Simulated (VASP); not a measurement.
# PtSe2 (P-3m1) in VASP: electric field gradients with PBE

Aim: the electric field gradients of PtSe2 with PBE.

Program: VASP 6.6.1. These are calculated values, not measurements. Logs are shortened: lines on timing, memory, paths and dates and some standing lists are left out, and cuts for length are marked.

### Step 1. Starting point

Symmetry: P-3m1, No. 164, trigonal system. The conventional cell has a = 3.717 Å, b = 3.717 Å, c = 5.820 Å, α = 90.00°, β = 90.00°, γ = 120.00°. Pt (site symmetry -3m) is surrounded by 6 Se at 2.52 Å. Se (site symmetry 3m) has 3 Pt at 2.52 Å as nearest neighbours.

The cell is a database's computed one.

### Step 2. Electric field gradients, PBE

File INCAR:

```
PREC = Accurate
ENCUT = 520
EDIFF = 1E-8
ISMEAR = -1
SIGMA = 0.02
LREAL = F
LASPH = T
NELM = 100
ALGO = Normal
ISIF = 2
LWAVE = F
LCHARG = F
GGA = PE
LEFG = T
NBANDS = 18
```

File KPOINTS:

```
Automatic mesh
0
Gamma
  9 9 5
```

File POSCAR:

```
PtSe2
1.0
    3.7173065480      0.0000000000      0.0000000000
   -1.8586532740      3.2192819042      0.0000000000
    0.0000000000      0.0000000000      5.8200740200
Pt Se
1 2
Direct
    0.0000000000      0.0000000000      0.0000000000
    0.6666666667      0.3333333333      0.7746118400
    0.3333333333      0.6666666667      0.2253881600
```

Potentials or basis: VASP PAW PBE potentials, release 64 (Pt, Se).

Started as:

```
> cat potpaw_PBE.64/Pt/POTCAR potpaw_PBE.64/Se/POTCAR > POTCAR
> mpirun -np 1 vasp_std > vasp.out
```

OUTCAR:

```text
PREC = Accurate
   ENCUT = 520
   EDIFF = 1E-8
   ISMEAR = -1
   LREAL = F
   LASPH = T
   NELM = 100
   ISIF = 2
   GGA = PE

 ion  position               nearest neighbor table
   1  0.000  0.000  0.000-   2 2.52   3 2.52   3 2.52   2 2.52   2 2.52   3 2.52
   2  0.667  0.333  0.775-   1 2.52   1 2.52   1 2.52
   3  0.333  0.667  0.225-   1 2.52   1 2.52   1 2.52

  LATTYP: Found a hexagonal cell.
 ALAT       =     3.7173065480
 C/A-ratio  =     1.5656696441

  Lattice vectors:

 A1 = (   3.7173065480,   0.0000000000,   0.0000000000)
 A2 = (  -1.8586532740,   3.2192819042,   0.0000000000)
 A3 = (   0.0000000000,   0.0000000000,   5.8200740200)

Analysis of symmetry for initial positions (statically):
=====================================================================
 Subroutine PRICEL returns:
 Original cell was already a primitive cell.

 Routine SETGRP: Setting up the symmetry group for a
 hexagonal supercell.

 Subroutine GETGRP returns: Found 12 space group operations
 (whereof 12 operations were pure point group operations)
 out of a pool of 24 trial point group operations.

The static configuration has the point symmetry D_3d.

Analysis of symmetry for dynamics (positions and initial velocities):
=====================================================================
 Subroutine PRICEL returns:
 Original cell was already a primitive cell.

 Routine SETGRP: Setting up the symmetry group for a
 hexagonal supercell.

 Subroutine GETGRP returns: Found 12 space group operations
 (whereof 12 operations were pure point group operations)
 out of a pool of 24 trial point group operations.

The dynamic configuration has the point symmetry D_3d.

 Subroutine INISYM returns: Found 12 space group operations
 (whereof 12 operations are pure point group operations),
 and found     1 'primitive' translations

----------------------------------------------------------------------------------------

                                     Primitive cell

  volume of cell :      69.6492

  direct lattice vectors                    reciprocal lattice vectors
     3.717306548  0.000000000  0.000000000     0.269011981  0.155314140  0.000000000
    -1.858653274  3.219281904  0.000000000     0.000000000  0.310628280  0.000000000
     0.000000000  0.000000000  5.820074020     0.000000000  0.000000000  0.171819121

  length of vectors
     3.717306548  3.717306548  5.820074020     0.310628280  0.310628280  0.171819121

  position of ions in fractional coordinates (direct lattice)
     0.000000000  0.000000000  0.000000000
     0.666666667  0.333333333  0.774611840
     0.333333333  0.666666667  0.225388160

  ion indices of the primitive-cell ions
   primitive index   ion index
                 1           1
                 2           2
                 3           3

----------------------------------------------------------------------------------------

 KPOINTS: Automatic mesh

Automatic generation of k-mesh.
 Grid dimensions read from file:
 generate k-points for:    9    9    5

 Generating k-lattice:

  Cartesian coordinates                     Fractional coordinates (reciprocal lattice)
     0.029890220  0.017257127  0.000000000     0.111111111  0.000000000  0.000000000
     0.000000000  0.034514253  0.000000000     0.000000000  0.111111111  0.000000000
     0.000000000  0.000000000  0.034363824     0.000000000  0.000000000  0.200000000

  Length of vectors
     0.034514253  0.034514253  0.034363824

  Shift w.r.t. Gamma in fractional coordinates (k-lattice)
     0.000000000  0.000000000  0.000000000

 Subroutine IBZKPT returns following result:
 ===========================================

 Found     50 irreducible k-points:

 Following reciprocal coordinates:
            Coordinates               Weight
  0.000000  0.000000  0.000000      1.000000
  0.111111  0.000000  0.000000      6.000000
  0.222222  0.000000  0.000000      6.000000
  0.333333  0.000000  0.000000      6.000000
  0.444444  0.000000  0.000000      6.000000
  0.111111  0.111111  0.000000      6.000000
[... 16 lines left out ...]
  0.222222  0.111111  0.200000     12.000000
 -0.111111  0.333333  0.200000     12.000000
 [... further k-points ...]
   k-points           NKPTS =     50   k-points in BZ     NKDIM =     50   number of bands    NBANDS=     18
   number of dos      NEDOS =    301   number of ions     NIONS =      3
   total plane-waves  NPLWV =  37632
   dimension x,y,z NGX =    28 NGY =   28 NGZ =   48
   dimension x,y,z NGXF=    56 NGYF=   56 NGZF=   96
   ions per type =               1   2
   NGX,Y,Z   is equivalent  to a cutoff of  12.52, 12.52, 13.71 a.u.
   NGXF,Y,Z  is equivalent  to a cutoff of  25.04, 25.04, 27.42 a.u.
 SYSTEM =  unknown system
   PREC   = accura    normal or accurate (medium, high low for compatibility)
   ISTART =      0    job   : 0-new  1-cont  2-samecut
   ICHARG =      2    charge: 1-file 2-atom 10-const
   ISPIN  =      1    spin polarized calculation?
   LNONCOLLINEAR =      F non collinear calculations
   LSORBIT =      F    spin-orbit coupling
   LASPH  =      T    aspherical Exc in radial PAW
   ENCUT  =  520.0 eV  38.22 Ry    6.18 a.u.   6.91  6.91 10.82*2*pi/ulx,y,z
   NELM   =    100;   NELMIN=  2; NELMDL= -5     # of ELM steps
   EDIFF  = 0.1E-07   stopping-criterion for ELM
   LREAL  =      F    real-space projection
   EDIFFG = 0.1E-06   stopping-criterion for IOM
   NSW    =      0    number of steps for IOM
   IBRION =     -1    ionic relax: 0-MD 1-quasi-New 2-CG
   NFREE  =      0    steps in history (QN), initial steepest desc. (CG)
   ISIF   =      2    stress and relaxation
   ISYM   =      2    0-nonsym 1-usesym 2-fastsym
   POTIM  = 0.5000    time-step for ionic-motion
   TEBEG  =    0.0;   TEEND  =   0.0 temperature during run
   PSTRESS=    0.0 pullay stress
   NELECT =      22.0000    total number of electrons
   NUPDOWN=      -1.0000    fix difference up-down
   EMIN   =  10.00;   EMAX   =-10.00  energy-range for DOS
   EFERMI =   0.00;   METHOD = LEGACY
   ISMEAR =    -1;   SIGMA  =   0.02  broadening in eV -4-tet -1-fermi 0-gaus
   EFERMI_NEDOS =   21; number of points for ismear=-14 and -15
   IALGO  =     38    algorithm
   IMIX   =      4    mixing-type and parameters
     AMIX     =   0.40;   BMIX     =  1.00
     AMIX_MAG =   1.60;   BMIX_MAG =  1.00
  volume/ion in A,a.u.               =      23.22       156.67
  Fermi-wavevector in a.u.,A,eV,Ry     =   1.114920  2.106894 16.912680  1.243047
  Thomas-Fermi vector in A             =   2.251520
   LORBIT       =      0    0 simple, 1 ext, 2 COOP (PROOUT), +10 PAW based schemes
   GGA     = PE    functional components
   LHFCALC =     F    Hartree Fock is set to
   AEXX    =    0.0000 exact exchange contribution
   IVDW    =     0    specifies the selected vdW correction
   LEPSILON=     F    determine dielectric tensor
   LRPA    =     F    only Hartree local field effects (RPA)
 non-spin polarized calculation
  energy-cutoff  :      520.00
  volume of cell :       69.65
 maximum number of plane-waves:      1898
   NGX = 13   NGY = 13   NGZ = 21

 number of electron      21.9999998 magnetization

 Free energy of the ion-electron system (eV)
  ---------------------------------------------------
  ext. energy  EPLUGINS =         0.00000000
  ---------------------------------------------------
  free energy    TOTEN  =       -14.28188211 eV

  energy without entropy =      -14.28188210  energy(sigma->0) =      -14.28188211

 E-fermi :   4.9163     XC(G=0):  -9.7937

 val. band max:        4.6161326108   @ k =   0.1111   0.0000   0.0000
 cond. band min:       5.2183049899   @ k =   0.0000   0.2222   0.4000
 fundamental gap:      0.6021723791
 Fermi energy:         4.9163390811

 k-point     1 :       0.0000    0.0000    0.0000
  band No.  band energies     occupation
      1     -10.1408      2.00000
      2      -8.0855      2.00000
      3      -1.5561      2.00000
      4      -1.1177      2.00000
      5      -1.1176      2.00000
      6       1.1395      2.00000
[... 10 lines left out ...]
     17      12.4648      0.00000
     18      15.1941      0.00000
[... 463 lines left out ...]
 k-point    24 :      -0.1111    0.3333    0.2000
  band No.  band energies     occupation
      1      -9.2778      2.00000
      2      -8.2657      2.00000
      3      -1.2026      2.00000
      4      -0.8615      2.00000
      5      -0.4627      2.00000
      6       0.0165      2.00000
[... 10 lines left out ...]
     17      12.9728      0.00000
     18      14.2547      0.00000

 [... further k-points ...]

------------------------ aborting loop because EDIFF is reached ----------------------------------------

  FORCE on cell =-STRESS in cart. coord.  units (eV):
  Direction    XX          YY          ZZ          XY          YZ          ZX
  --------------------------------------------------------------------------------------
  -------------------------------------------------------------------------------------
  Total        1.2170113      1.2170113      0.5960717      0.0000000      0.0000000      0.0000000
  in kB       27.9955684     27.9955684     13.7117602      0.0000000      0.0000000      0.0000000
  external PRESSURE =      23.2342990 kB  Pullay stress =       0.0000000 kB

 VOLUME and BASIS-vectors are now :
 -----------------------------------------------------------------------------
  energy-cutoff  :      520.00
  volume of cell :       69.65
      direct lattice vectors                 reciprocal lattice vectors
     3.717306548  0.000000000  0.000000000     0.269011981  0.155314140  0.000000000
    -1.858653274  3.219281904  0.000000000     0.000000000  0.310628280  0.000000000
     0.000000000  0.000000000  5.820074020     0.000000000  0.000000000  0.171819121

 POSITION                                       TOTAL-FORCE (eV/Angst)
 -----------------------------------------------------------------------------------
      0.00000      0.00000      0.00000        -0.000000      0.000000      0.000000
      1.85865      1.07309      4.50830         0.000000      0.000000     -0.137398
     -0.00000      2.14619      1.31178         0.000000     -0.000000      0.137398
 -----------------------------------------------------------------------------------
    total drift:                               -0.000000      0.000000      0.000000

  FREE ENERGIE OF THE ION-ELECTRON SYSTEM (eV)
  ---------------------------------------------------
  free  energy   TOTEN  =       -14.2818821102 eV

  energy  without entropy=      -14.2818821041  energy(sigma->0) =      -14.28188211

 Electric field gradients (V/A^2)
---------------------------------------------------------------------
 ion       V_xx      V_yy      V_zz      V_xy      V_xz      V_yz
---------------------------------------------------------------------
   1     -61.034   -61.035   122.069    -0.000    -0.000     0.000
   2      39.293    39.293   -78.586    -0.000    -0.000     0.000
   3      39.293    39.293   -78.586    -0.000    -0.000     0.000
---------------------------------------------------------------------

 Electric field gradients after diagonalization (V/A^2)
 (convention: |V_zz| > |V_xx| > |V_yy|)
----------------------------------------------------------------------
 ion       V_xx      V_yy      V_zz     asymmetry (V_yy - V_xx)/ V_zz
----------------------------------------------------------------------
   1     -61.035   -61.034   122.069       0.000
   2      39.293    39.293   -78.586       0.000
   3      39.293    39.293   -78.586       0.000
----------------------------------------------------------------------

           NMR quadrupolar parameters

 Cq : quadrupolar parameter    Cq=e*Q*V_zz/h
 eta: asymmetry parameters     (V_yy - V_xx)/ V_zz
 Q  : nuclear electric quadrupole moment in mb (millibarn)
----------------------------------------------------------------------
 ion       Cq(MHz)       eta       Q (mb)
----------------------------------------------------------------------
   1       0.295       0.000       1.000
   2      -0.190       0.000       1.000
   3      -0.190       0.000       1.000
----------------------------------------------------------------------
```

Run time: 32 s. Hardware: 1 thread of Intel Xeon 6975P-C (Granite Rapids), shared host; peak memory 0.22 GiB.

Results:

| Quantity | Value |
| --- | --- |
| Free energy | -14.2819 eV |
| Pressure | 2.3 GPa |
| Largest force | 0.137 eV/Å |
| Band gap on the k mesh | 0.60 eV, indirect (least direct gap 0.77 eV) |

Forces on the atoms (eV/Å):
```
Pt   0.000  0.000  0.000
Se   0.000  0.000 -0.137
Se   0.000  0.000  0.137
```

Electric field gradients, principal values (V/Å²):
```tsv
atom	Vxx	Vyy	Vzz
1 Pt	-61.034	-61.035	122.069
2 Se	39.293	39.293	-78.586
3 Se	39.293	39.293	-78.586
```

Caveat: spin-orbit coupling is left out, which moves the levels of the heavy elements; an odd mesh through Γ misses points on the zone boundary, where band edges often lie; this functional lacks dispersion, which binds the layers, so the pressure and a relaxed spacing across them are unreliable.
